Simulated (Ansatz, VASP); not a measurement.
# Ta3Sb in two plane-wave programs, part 2 of 2

Wanted: the spread between two codes on one cell, functional and k mesh. The structure shown comes from an earlier Ansatz run, which isn't shown and may have moved the atoms alone.

VASP 6.6.1 and Ansatz 0.2.0.

So far: The structure; Ansatz: elastic constants, PBEsol.

### 3. VASP: elastic constants, PBEsol

Level of this step: PBEsol; plane waves and PAW (Ta_pv, Sb) (VASP).

The same cell, functional, mesh and smearing now go to VASP, with its own data sets.

Lines of VASP's logs that name or quote its potential files are left out, and so is its time.

Input file INCAR:

```
SYSTEM = Ta3Sb
PREC = Accurate
ENCUT = 500
EDIFF = 1E-08
NELM = 120
ISMEAR = 0
SIGMA = 0.1
LREAL = .FALSE.
ALGO = Normal
GGA = PS
NBANDS = 47
LASPH = .TRUE.
LORBIT = 11
LWAVE = .FALSE.
LCHARG = .FALSE.
ISIF = 3
IBRION = 6
NFREE = 2
POTIM = 0.015
NSW = 1
GGA_COMPAT = .FALSE.
KPAR = 2
```

Input file POSCAR:

```
Ta3Sb
1.0
    5.2404317473      0.0000000000      0.0000000000
    0.0000000000      5.2404317473      0.0000000000
    0.0000000000      0.0000000000      5.2404317473
Ta Sb
6 2
Direct
    0.2500000000      0.0000000000      0.5000000000
    0.5000000000      0.7500000000      0.0000000000
    0.7500000000      0.0000000000      0.5000000000
    0.5000000000      0.2500000000      0.0000000000
    0.0000000000      0.5000000000      0.7500000000
    0.0000000000      0.5000000000      0.2500000000
    0.0000000000      0.0000000000      0.0000000000
    0.5000000000      0.5000000000      0.5000000000
```

Input file KPOINTS:

```
Automatic mesh
0
Gamma
6 6 6
0 0 0
```

The projector-augmented-wave data sets are Ta_pv and Sb (PBE family, release 64).

Run with:

```
> mpirun -np 2 vasp_std
```

Numbers of over 12 decimals in the logs are rounded to 6 here.

Log:

```text
[banner, memory and clock lines left out]
running    2 mpi-ranks, on    1 nodes
 distrk:  each k-point on    1 cores,    2 groups
 distr:  one band on    1 cores,    1 groups

 POSCAR found type information on POSCAR TaSb
 POSCAR found :  2 types and       8 ions
|                                                                             |
|               ----> ADVICE to this user running VASP <----                  |
|                                                                             |
|     You enforced a specific xc type in the INCAR file but a different       |
|     [... a line on the potential file left out ...]
|     I HOPE YOU KNOW WHAT YOU ARE DOING!                                     |
|                                                                             |

 LDA part: xc-table for (Slater+PW92), standard interpolation
 POSCAR, INCAR and KPOINTS ok, starting setup
 FFT: planning ... GRIDC
 FFT: planning ... GRID_SOFT
 FFT: planning ... GRID
 WAVECAR not read
 entering main loop
       N       E                     dE             d eps       ncg     rms          rms(c)
DAV:   1     0.755196142406E+03    0.75520E+03   -0.38893E+04  1888   0.156E+03
DAV:   2    -0.472790545224E+02   -0.80248E+03   -0.78327E+03  2083   0.465E+02
DAV:   3    -0.874437081724E+02   -0.40165E+02   -0.38648E+02  2363   0.905E+01
DAV:   4    -0.885952996114E+02   -0.11516E+01   -0.11409E+01  2320   0.148E+01
DAV:   5    -0.886240989122E+02   -0.28799E-01   -0.28768E-01  2452   0.234E+00    0.359E+01
DAV:   6    -0.863602774461E+02    0.22638E+01   -0.26606E+00  2232   0.915E+00    0.178E+01
DAV:   7    -0.856316573519E+02    0.72862E+00   -0.20174E+00  2199   0.759E+00    0.122E+00
DAV:   8    -0.856187678240E+02    0.12890E-01   -0.91886E-02  2305   0.142E+00    0.488E-01
DAV:   9    -0.856182196259E+02    0.54820E-03   -0.41794E-03  2307   0.278E-01    0.211E-01
DAV:  10    -0.856182001695E+02    0.19456E-04   -0.37034E-04  2312   0.103E-01    0.581E-02
DAV:  11    -0.856181990838E+02    0.10857E-05   -0.35334E-05  2329   0.298E-02    0.108E-02
DAV:  12    -0.856181961586E+02    0.29252E-05   -0.30882E-06  2480   0.953E-03    0.288E-03
DAV:  13    -0.856181963955E+02   -0.23686E-06   -0.24542E-07  2297   0.232E-03    0.170E-03
DAV:  14    -0.856181963541E+02    0.41405E-07   -0.14032E-08  1544   0.610E-04    0.232E-04
DAV:  15    -0.856181963652E+02   -0.11132E-07   -0.17710E-09  1353   0.221E-04    0.127E-04
DAV:  16    -0.856181963605E+02    0.46975E-08   -0.51209E-10  1339   0.123E-04
   1 F= -.85618196E+02 E0= -.85615472E+02  d E =-.544865E-02
[... from here on, the cycles between the ionic steps are left out ...]
   2 F= -.85583257E+02 E0= -.85580157E+02  d E =-.619863E-02
  12 F= -.85609247E+02 E0= -.85606374E+02  d E =-.574723E-02
  13 F= -.85609247E+02 E0= -.85606374E+02  d E =-.574722E-02
  14 F= -.85615948E+02 E0= -.85613147E+02  d E =-.560274E-02
  15 F= -.85615948E+02 E0= -.85613147E+02  d E =-.560274E-02
  16 F= -.85617185E+02 E0= -.85614431E+02  d E =-.550785E-02
  17 F= -.85617185E+02 E0= -.85614431E+02  d E =-.550783E-02
  18 F= -.85616882E+02 E0= -.85614155E+02  d E =-.545414E-02
 Finite differences progress:
  Degree of freedom:   9/  9
  Displacement:        1/  2
  Total:              17/ 18
 bond charge predicted
       N       E                     dE             d eps       ncg     rms          rms(c)
DAV:   1    -0.856164702352E+02    0.41165E-03   -0.18189E-01  6373   0.136E+00    0.167E-01
DAV:   2    -0.856169007355E+02   -0.43050E-03   -0.66545E-03  7355   0.285E-01    0.694E-02
DAV:   3    -0.856168826758E+02    0.18060E-04   -0.23401E-04  7591   0.647E-02    0.308E-02
DAV:   4    -0.856168820279E+02    0.64795E-06   -0.20236E-05  7644   0.249E-02    0.106E-02
DAV:   5    -0.856168819804E+02    0.47480E-07   -0.36578E-06  7514   0.119E-02    0.361E-03
DAV:   6    -0.856168818868E+02    0.93576E-07   -0.57564E-07  7554   0.556E-03    0.104E-03
DAV:   7    -0.856168818825E+02    0.42664E-08   -0.74657E-08  7381   0.174E-03
  19 F= -.85616882E+02 E0= -.85614155E+02  d E =-.545414E-02
 Finite differences progress:
  Degree of freedom:   9/  9
  Displacement:        2/  2
  Total:              18/ 18
```

From OUTCAR (step 3):

```text
ion  position               nearest neighbor table
   1  0.250  0.000  0.500-   3 2.62   3 2.62   8 2.93   7 2.93   8 2.93   7 2.93   4 3.21   2 3.21
                             4 3.21   5 3.21   5 3.21   6 3.21   6 3.21   2 3.21
   2  0.500  0.750  0.000-   4 2.62   4 2.62   8 2.93   8 2.93   7 2.93   7 2.93   1 3.21   1 3.21
                             3 3.21   5 3.21   6 3.21   5 3.21   6 3.21   3 3.21
   3  0.750  0.000  0.500-   1 2.62   1 2.62   8 2.93   7 2.93   8 2.93   7 2.93   4 3.21   2 3.21
                             4 3.21   5 3.21   5 3.21   6 3.21   6 3.21   2 3.21
   4  0.500  0.250  0.000-   2 2.62   2 2.62   8 2.93   8 2.93   7 2.93   7 2.93   3 3.21   1 3.21
                             3 3.21   5 3.21   6 3.21   5 3.21   6 3.21   1 3.21
   5  0.000  0.500  0.750-   6 2.62   6 2.62   8 2.93   7 2.93   7 2.93   8 2.93   3 3.21   4 3.21
                             1 3.21   3 3.21   1 3.21   2 3.21   4 3.21   2 3.21
   6  0.000  0.500  0.250-   5 2.62   5 2.62   8 2.93   7 2.93   7 2.93   8 2.93   3 3.21   4 3.21
                             1 3.21   3 3.21   1 3.21   2 3.21   4 3.21   2 3.21
   7  0.000  0.000  0.000-   1 2.93   2 2.93   3 2.93   4 2.93   5 2.93   6 2.93   1 2.93   3 2.93
                             5 2.93   6 2.93   2 2.93   4 2.93
   8  0.500  0.500  0.500-   1 2.93   2 2.93   3 2.93   4 2.93   5 2.93   6 2.93   2 2.93   4 2.93
                             1 2.93   3 2.93   5 2.93   6 2.93

  LATTYP: Found a simple cubic cell.
 ALAT       =     5.2404317473

 Subroutine GETGRP returns: Found 48 space group operations
 (whereof 24 operations were pure point group operations)

The static configuration has the point symmetry T_h .
 The point group associated with its full space group is O_h .

 Found     20 irreducible k-points:

   k-points           NKPTS =     20   k-points in BZ     NKDIM =     20   number of bands    NBANDS=     47

   dimension x,y,z NGX =    40 NGY =   40 NGZ =   40
   dimension x,y,z NGXF=    80 NGYF=   80 NGZF=   80

   ENCUT  =  500.0 eV  36.75 Ry    6.06 a.u.   9.55  9.55  9.55*2*pi/ulx,y,z

   NELECT =      76.0000    total number of electrons

 k-points in reciprocal lattice and weights: Automatic mesh
   0.00000000  0.00000000  0.00000000       0.005
   0.16666667  0.00000000  0.00000000       0.028
   0.33333333  0.00000000  0.00000000       0.028
   0.50000000  0.00000000  0.00000000       0.014
   0.16666667  0.16666667  0.00000000       0.056
   0.33333333  0.16666667  0.00000000       0.111
   0.50000000  0.16666667  0.00000000       0.056
   0.33333333  0.33333333  0.00000000       0.056
   0.50000000  0.33333333  0.00000000       0.056
[...]
0.50000000  0.50000000  0.33333333       0.028
   0.50000000  0.50000000  0.50000000       0.005

 average (electrostatic) potential at core
       1 -34.1531       2 -34.1534       3 -34.1539       4 -34.1534       5 -34.1535
       6 -34.1535       7 -84.7669       8 -84.7670

 E-fermi :   7.8158

 k-point     1 :       0.0000    0.0000    0.0000
  band No.  band energies     occupation
    ...
     34       6.7960      2.00000
     35       6.7961      2.00000
     36       6.7961      2.00000
     37       7.5645      1.99962
     38       7.5646      1.99962
     39       8.0673      0.00038
     40      10.5897      0.00000
     41      10.5909      0.00000
     42      10.5910      0.00000
     43      10.6456      0.00000
    ...

 k-point     2 :       0.1667    0.0000    0.0000
  band No.  band energies     occupation
    ...
     34       6.7703      2.00000
     35       6.7704      2.00000
     36       6.7832      2.00000
     37       7.5765      1.99928
     38       7.5797      1.99916
     39       8.5328      0.00000
     40       9.8023      0.00000
     41      10.3994      0.00000
     42      10.3996      0.00000
     43      10.7034      0.00000
    ...

 k-point     3 :       0.3333    0.0000    0.0000
  band No.  band energies     occupation
    ...
     34       6.5365      2.00000
     35       6.5367      2.00000
     36       6.7185      2.00000
     37       7.2485      2.00000
     38       7.4000      2.00000
     39       8.9274      0.00000
     40       9.7534      0.00000
     41      10.1347      0.00000
     42      10.1348      0.00000
     43      10.3605      0.00000
    ...

   1 f  =    6.765462 THz    42.508651 2PiTHz  225.671517 cm-1    27.979690 meV
             X         Y         Z           dx          dy          dz
      1.310108  0.000000  2.620216     0.408248   -0.000000    0.000000
      2.620216  3.930324  0.000000     0.000000   -0.408248   -0.000000
      3.930324  0.000000  2.620216    -0.408248    0.000000    0.000000
      2.620216  1.310108  0.000000     0.000000    0.408248   -0.000000
      0.000000  2.620216  3.930324    -0.000000    0.000000   -0.408248
      0.000000  2.620216  1.310108    -0.000000   -0.000000    0.408248
      0.000000  0.000000  0.000000     0.000000   -0.000000   -0.000000
      2.620216  2.620216  2.620216     0.000000    0.000000    0.000000

   2 f  =    6.755655 THz    42.447034 2PiTHz  225.344407 cm-1    27.939133 meV
             X         Y         Z           dx          dy          dz
      1.310108  0.000000  2.620216     0.520743   -0.000000    0.000000
      2.620216  3.930324  0.000000    -0.000000    0.476289   -0.000000
      3.930324  0.000000  2.620216    -0.520743    0.000000   -0.000000
      2.620216  1.310108  0.000000    -0.000000   -0.476289    0.000000
      0.000000  2.620216  3.930324    -0.000000    0.000000    0.044454
      0.000000  2.620216  1.310108     0.000000    0.000000   -0.044454
      0.000000  0.000000  0.000000     0.000000    0.000000   -0.000000
      2.620216  2.620216  2.620216    -0.000000    0.000000   -0.000000

   3 f  =    6.755655 THz    42.447034 2PiTHz  225.344407 cm-1    27.939133 meV
             X         Y         Z           dx          dy          dz
      1.310108  0.000000  2.620216     0.249320    0.000000    0.000000
      2.620216  3.930324  0.000000     0.000000   -0.326316   -0.000000
      3.930324  0.000000  2.620216    -0.249320    0.000000    0.000000
      2.620216  1.310108  0.000000     0.000000    0.326316   -0.000000
      0.000000  2.620216  3.930324    -0.000000   -0.000000    0.575636
      0.000000  2.620216  1.310108    -0.000000   -0.000000   -0.575636
      0.000000  0.000000  0.000000     0.000000   -0.000000   -0.000000
      2.620216  2.620216  2.620216     0.000000    0.000000    0.000000

   4 f  =    5.782975 THz    36.335501 2PiTHz  192.899268 cm-1    23.916450 meV
             X         Y         Z           dx          dy          dz
      1.310108  0.000000  2.620216    -0.000000   -0.251964   -0.001455
      2.620216  3.930324  0.000000     0.121515    0.000000    0.001455
      3.930324  0.000000  2.620216     0.000000   -0.251964   -0.001455
      2.620216  1.310108  0.000000     0.121515   -0.000000    0.001455
      0.000000  2.620216  3.930324    -0.121515    0.251964    0.000000
      0.000000  2.620216  1.310108    -0.121515    0.251964   -0.000000
      0.000000  0.000000  0.000000    -0.254587   -0.527890    0.003049
      2.620216  2.620216  2.620216     0.254587    0.527890   -0.003049

   5 f  =    5.782975 THz    36.335501 2PiTHz  192.899268 cm-1    23.916450 meV
             X         Y         Z           dx          dy          dz
      1.310108  0.000000  2.620216     0.000000    0.001983   -0.279731
      2.620216  3.930324  0.000000     0.000762   -0.000000    0.279731
      3.930324  0.000000  2.620216    -0.000000    0.001983   -0.279731
      2.620216  1.310108  0.000000     0.000762    0.000000    0.279731
      0.000000  2.620216  3.930324    -0.000762   -0.001983   -0.000000
      0.000000  2.620216  1.310108    -0.000762   -0.001983   -0.000000
      0.000000  0.000000  0.000000    -0.001596    0.004154    0.586065
      2.620216  2.620216  2.620216     0.001596   -0.004154   -0.586065

   6 f  =    5.782975 THz    36.335501 2PiTHz  192.899268 cm-1    23.916450 meV
             X         Y         Z           dx          dy          dz
      1.310108  0.000000  2.620216     0.000000   -0.121508   -0.001548
      2.620216  3.930324  0.000000    -0.251967    0.000000    0.001548
      3.930324  0.000000  2.620216     0.000000   -0.121508   -0.001548
      2.620216  1.310108  0.000000    -0.251967    0.000000    0.001548
      0.000000  2.620216  3.930324     0.251967    0.121508    0.000000
      0.000000  2.620216  1.310108     0.251967    0.121508   -0.000000
      0.000000  0.000000  0.000000     0.527897   -0.254571    0.003242
      2.620216  2.620216  2.620216    -0.527897    0.254571   -0.003242

   7 f  =    5.246994 THz    32.967833 2PiTHz  175.020864 cm-1    21.699812 meV
             X         Y         Z           dx          dy          dz
      1.310108  0.000000  2.620216    -0.003019   -0.032971    0.235769
      2.620216  3.930324  0.000000    -0.023795   -0.004184    0.235769
      3.930324  0.000000  2.620216    -0.003019   -0.032971    0.235769
      2.620216  1.310108  0.000000    -0.023795   -0.004184    0.235769
      0.000000  2.620216  3.930324    -0.023795   -0.032971    0.029916
      0.000000  2.620216  1.310108    -0.023795   -0.032971    0.029916
      0.000000  0.000000  0.000000     0.061679    0.085465   -0.611137
      2.620216  2.620216  2.620216     0.061679    0.085465   -0.611137

   8 f  =    5.246994 THz    32.967833 2PiTHz  175.020864 cm-1    21.699812 meV
             X         Y         Z           dx          dy          dz
      1.310108  0.000000  2.620216     0.017507    0.191181    0.040661
      2.620216  3.930324  0.000000     0.137974    0.024258    0.040661
      3.930324  0.000000  2.620216     0.017507    0.191181    0.040661
      2.620216  1.310108  0.000000     0.137974    0.024258    0.040661
      0.000000  2.620216  3.930324     0.137974    0.191181    0.005159
      0.000000  2.620216  1.310108     0.137974    0.191181    0.005159
      0.000000  0.000000  0.000000    -0.357643   -0.495561   -0.105397
      2.620216  2.620216  2.620216    -0.357643   -0.495561   -0.105397

   9 f  =    5.246994 THz    32.967833 2PiTHz  175.020864 cm-1    21.699812 meV
             X         Y         Z           dx          dy          dz
      1.310108  0.000000  2.620216    -0.024616    0.140011    0.000000
      2.620216  3.930324  0.000000    -0.194003    0.017765    0.000000
      3.930324  0.000000  2.620216    -0.024616    0.140011    0.000000
      2.620216  1.310108  0.000000    -0.194003    0.017765    0.000000
      0.000000  2.620216  3.930324    -0.194003    0.140011    0.000000
      0.000000  2.620216  1.310108    -0.194003    0.140011    0.000000
      0.000000  0.000000  0.000000     0.502876   -0.362923   -0.000001
      2.620216  2.620216  2.620216     0.502876   -0.362923   -0.000001

  10 f  =    3.525305 THz    22.150144 2PiTHz  117.591513 cm-1    14.579483 meV
             X         Y         Z           dx          dy          dz
      1.310108  0.000000  2.620216    -0.000000   -0.116152    0.362750
      2.620216  3.930324  0.000000    -0.116152   -0.000000   -0.323915
      3.930324  0.000000  2.620216    -0.000000    0.116152   -0.362750
      2.620216  1.310108  0.000000     0.116152    0.000000    0.323915
      0.000000  2.620216  3.930324     0.362750    0.323915    0.000000
      0.000000  2.620216  1.310108    -0.362750   -0.323915    0.000000
      0.000000  0.000000  0.000000    -0.000000    0.000000   -0.000000
      2.620216  2.620216  2.620216    -0.000000   -0.000000   -0.000000

  11 f  =    3.525305 THz    22.150144 2PiTHz  117.591513 cm-1    14.579483 meV
             X         Y         Z           dx          dy          dz
      1.310108  0.000000  2.620216    -0.000000   -0.143385   -0.343767
      2.620216  3.930324  0.000000    -0.143385    0.000000   -0.333565
      3.930324  0.000000  2.620216    -0.000000    0.143385    0.343767
      2.620216  1.310108  0.000000     0.143385    0.000000    0.333565
    [... 145 further lines ...]
      0.000000  0.000000  0.000000     0.138723    0.068561   -0.260188
      2.620216  2.620216  2.620216     0.138723    0.068561   -0.260188

 ELASTIC MODULI CONTR FROM IONIC RELAXATION (kBar)
 Direction    XX          YY          ZZ          XY          YZ          ZX
 --------------------------------------------------------------------------------
 XX         -37.5232     18.7616     18.7616      0.0000      0.0000     -0.0000
 YY          18.7616    -37.5232     18.7616     -0.0000     -0.0000     -0.0000
 ZZ          18.7616     18.7616    -37.5232     -0.0000     -0.0000      0.0000
 XY           0.0000     -0.0000     -0.0000   -179.6189     -0.0000     -0.0000
 YZ           0.0000     -0.0000     -0.0000     -0.0000   -179.6189     -0.0000
 ZX          -0.0000     -0.0000      0.0000     -0.0000     -0.0000   -179.6189
 --------------------------------------------------------------------------------

 TOTAL ELASTIC MODULI (kBar)
 Direction    XX          YY          ZZ          XY          YZ          ZX
 --------------------------------------------------------------------------------
 XX        3838.8726   1143.7095   1143.7095      0.0000      0.0000     -0.0000
 YY        1143.7095   3838.8726   1143.7095     -0.0000     -0.0000     -0.0000
 ZZ        1143.7095   1143.7095   3838.8726     -0.0000     -0.0000      0.0000
 XY           0.0000     -0.0000     -0.0000    704.8291     -0.0000     -0.0000
 YZ           0.0000     -0.0000     -0.0000     -0.0000    704.8291     -0.0000
 ZX          -0.0000     -0.0000      0.0000     -0.0000     -0.0000    704.8291
 --------------------------------------------------------------------------------

 total charge
# of ion       s       p       d       tot
------------------------------------------
    1        0.327   6.163   2.474   8.965
    2        0.327   6.163   2.474   8.965
    3        0.327   6.163   2.474   8.965
    4        0.327   6.163   2.474   8.965
    5        0.327   6.163   2.474   8.965
    6        0.327   6.163   2.474   8.965
    7        1.045   1.374   0.126   2.546
    8        1.045   1.374   0.126   2.546
--------------------------------------------------
tot          4.055  39.726  15.099  58.880

[... 1 further part left out ...]
```

CONTCAR:

```
Ta3Sb
   1.00000000000000
     5.2404317472999997    0.0000000000000000    0.0000000000000000
     0.0000000000000000    5.2404317472999997    0.0000000000000000
     0.0000000000000000    0.0000000000000000    5.2404317472999997
  Ta              Sb
     6     2
Direct
     0.2500000000000000    0.0000000000000000    0.5000000000000000
     0.5000000000000000    0.7500000000000000    0.0000000000000000
     0.7500000000000000    0.0000000000000000    0.5000000000000000
     0.5000000000000000    0.2500000000000000    0.0000000000000000
     0.0000000000000000    0.5000000000000000    0.7500000000000000
     0.0000000000000000    0.5000000000000000    0.2500000000000000
    -0.0028623595770956    0.0000000000000000    0.0000000000000000
     0.5000000000000000    0.5000000000000000    0.5000000000000000
```

Levels, forces or a CONTCAR printed for this step are those of its last displaced cell, not of the structure at rest.

### 4. Differences

Known differences besides the potentials themselves: the data sets hold 108 valence electrons in Ansatz (on its default PAW (the set named soft_2) files) and 76 in VASP; the cutoff is 290 eV in Ansatz and 500 eV in VASP; Ansatz makes its cores anew for this functional, VASP keeps those of its PBE data sets; VASP takes each elastic constant from one size of strain, Ansatz from those that its log lists; Ansatz's log warns that its cutoff lies below the recommended one. Total energies have different zeros and are not compared.

Compared:

```tsv
quantity	Ansatz	VASP	difference
C11 (GPa)	381.4	383.9	-0.66 %
C22 (GPa)	381.4	383.9	-0.66 %
C33 (GPa)	381.4	383.9	-0.66 %
C12 (GPa)	113.1	114.4	-1.15 %
C13 (GPa)	113.1	114.4	-1.15 %
C23 (GPa)	113.1	114.4	-1.15 %
C44 (GPa)	70.1	70.5	-0.49 %
C55 (GPa)	70.1	70.5	-0.49 %
C66 (GPa)	70.1	70.5	-0.49 %
```

### 5. Results

```json
{
 "difference in C12 (elastic constants, PBEsol)": "-1.2 %"
}
```

The difference in C12 is -1.2 % (elastic constants, PBEsol), within the 5 % picked in this series as the mark of a large difference. The data sets hold unlike numbers of valence electrons (108 in Ansatz and 76 in VASP), so part of the differences comes from the potentials. Such differences can come from data sets, numerical settings and the points named under the comparisons, not from the functional's error against experiment.

[Lines on the potential files, build, host, timing and source positions are cut from VASP's logs without a mark.]

[Logs are printed without paths, hosts, clocks, repeated set-up lines and the standing remarks that a program may print on its own settings, such as how far it seeks lower states.]

[Hosts, paths, dates, database ids (printed as entryN), source tags and the programs' standing remarks are cut or masked in the printed files.]
